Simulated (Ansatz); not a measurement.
# CdS: energy and stress against strain

The task, for CdS: strain the cell along the Voigt pattern (0, 0, 0, 0, 1, 0).

The COD entry's cell or inner coordinates are ideal or old and differ from later refinements, so a difference from it is no clean test against experiment.

Method: DFT r2SCAN, scalar-relativistic, plane waves, PAW, in Ansatz 0.2.0.

**1. The starting structure**

Symmetry: F-43m, No. 216, cubic system. Conventional cell: a = 5.820 Å, b = 5.820 Å, c = 5.820 Å, α = 90.00°, β = 90.00°, γ = 90.00°. Cd (site symmetry -43m) has 4 S at 2.52 Å in its first shell of neighbours. Around S (site symmetry -43m) lie 4 Cd at 2.52 Å.

As a file:

```xyz
2
Lattice="0.0000 2.9100 2.9100 2.9100 0.0000 2.9100 2.9100 2.9100 0.0000" Properties=species:S:1:pos:R:3 pbc="T T T"
Cd    0.0000    0.0000    0.0000
S     4.3650    4.3650    4.3650
```

No relaxation comes first: the listed cell is the starting point.

**2. Zero of energy**

Reference values: F = -9175.6016 eV; pressure 1.92 GPa; largest force 0.000 eV/Å; gap on the mesh 1.61 eV. It was computed beforehand with the settings of the runs below.

**3. The scan: energy and stress against strain**

The cell is strained by ε times the Voigt pattern (0, 0, 0, 0, 1, 0) (xx, yy, zz, yz, xz, xy; engineering shear), with fractional coordinates fixed (clamped ions). The stress on the pattern is the sum of the stress components weighted by it, tension positive.

**4. Point ε = -0.0600**

Contents of input.yaml:

```yaml
crystal:
  lattice:
    - [-0.0873, 2.91, 2.91]
    - [2.8227, 0.0, 2.8227]
    - [2.91, 2.91, -0.0873]
  atoms:
    - { symbol: Cd, position: [0.0, 0.0, 0.0] }
    - { symbol: S, position: [0.75, 0.75, 0.75] }
basis:
  ecutwfc: 500
kpoints:
  mp_grid: { grid: [8, 8, 8] }
hamiltonian:
  xc: r2scan
scf:
  occupations: { method: gaussian, width: 0.05 }
output:
  forces: true
  stress: true
  eigenvalues: true
```

On the command line:

```sh
$ ansatz run input.yaml --threads 1 --pin off --max-ram 2560MiB --backend cpu --events-out ev --progress --plain --runs-dir out
```

**5. ε = 0.0450**

Changes to input.yaml since step 4:

```diff
@@ -2,5 +2,5 @@
   lattice:
-    - [-0.0873, 2.91, 2.91]
-    - [2.8227, 0.0, 2.8227]
-    - [2.91, 2.91, -0.0873]
+    - [0.065475, 2.91, 2.91]
+    - [2.975475, 0.0, 2.975475]
+    - [2.91, 2.91, 0.065475]
   atoms:
```

**6. Point ε = -0.0300**

Changes to input.yaml since step 5:

```diff
@@ -2,5 +2,5 @@
   lattice:
-    - [0.065475, 2.91, 2.91]
-    - [2.975475, 0.0, 2.975475]
-    - [2.91, 2.91, 0.065475]
+    - [-0.04365, 2.91, 2.91]
+    - [2.86635, 0.0, 2.86635]
+    - [2.91, 2.91, -0.04365]
   atoms:
```

**7. ε = 0.0150**

Changes to input.yaml since step 6:

```diff
@@ -2,5 +2,5 @@
   lattice:
-    - [-0.04365, 2.91, 2.91]
-    - [2.86635, 0.0, 2.86635]
-    - [2.91, 2.91, -0.04365]
+    - [0.021825, 2.91, 2.91]
+    - [2.931825, 0.0, 2.931825]
+    - [2.91, 2.91, 0.021825]
   atoms:
```

**8. At ε = 0.0525**

Changes to input.yaml since step 7:

```diff
@@ -2,5 +2,5 @@
   lattice:
-    - [0.021825, 2.91, 2.91]
-    - [2.931825, 0.0, 2.931825]
-    - [2.91, 2.91, 0.021825]
+    - [0.0763875, 2.91, 2.91]
+    - [2.9863875, 0.0, 2.9863875]
+    - [2.91, 2.91, 0.0763875]
   atoms:
```

**9. At ε = 0.0375**

Changes to input.yaml since step 8:

```diff
@@ -2,5 +2,5 @@
   lattice:
-    - [0.0763875, 2.91, 2.91]
-    - [2.9863875, 0.0, 2.9863875]
-    - [2.91, 2.91, 0.0763875]
+    - [0.0545625, 2.91, 2.91]
+    - [2.9645625, 0.0, 2.9645625]
+    - [2.91, 2.91, 0.0545625]
   atoms:
```

**10. Point ε = 0.0225**

Changes to input.yaml since step 9:

```diff
@@ -2,5 +2,5 @@
   lattice:
-    - [0.0545625, 2.91, 2.91]
-    - [2.9645625, 0.0, 2.9645625]
-    - [2.91, 2.91, 0.0545625]
+    - [0.0327375, 2.91, 2.91]
+    - [2.9427375, 0.0, 2.9427375]
+    - [2.91, 2.91, 0.0327375]
   atoms:
```

**11. Point ε = 0.0075**

Changes to input.yaml since step 10:

```diff
@@ -2,5 +2,5 @@
   lattice:
-    - [0.0327375, 2.91, 2.91]
-    - [2.9427375, 0.0, 2.9427375]
-    - [2.91, 2.91, 0.0327375]
+    - [0.0109125, 2.91, 2.91]
+    - [2.9209125, 0.0, 2.9209125]
+    - [2.91, 2.91, 0.0109125]
   atoms:
@@ -20 +20,5 @@
   eigenvalues: true
+  write_density: true
+  write_potential: true
+  elf: true
+  volumetric_format: npy
```

(Steps that only read results are left out.)

Q: Predict the outcome of this session. Wanted: slope of the stress at ε = 0, from the points at -0.0300, 0 and 0.0075.

As calculated:

| quantity | value |
| --- | --- |
| slope of the stress at ε = 0, from the points at -0.0300, 0 and 0.0075 | 58 GPa |

What this shows: The slope of the stress at zero strain, 58 GPa, estimates C55 with clamped ions in this Cartesian frame; letting the atoms relax could not make it stiffer. The step is wide, so higher orders mix in. The reference stands under 1.9 GPa, so this is no zero-stress constant. The undisturbed cell stays the lowest of the sampled points. The gap on the mesh stays between 1.49 and 1.61 eV.
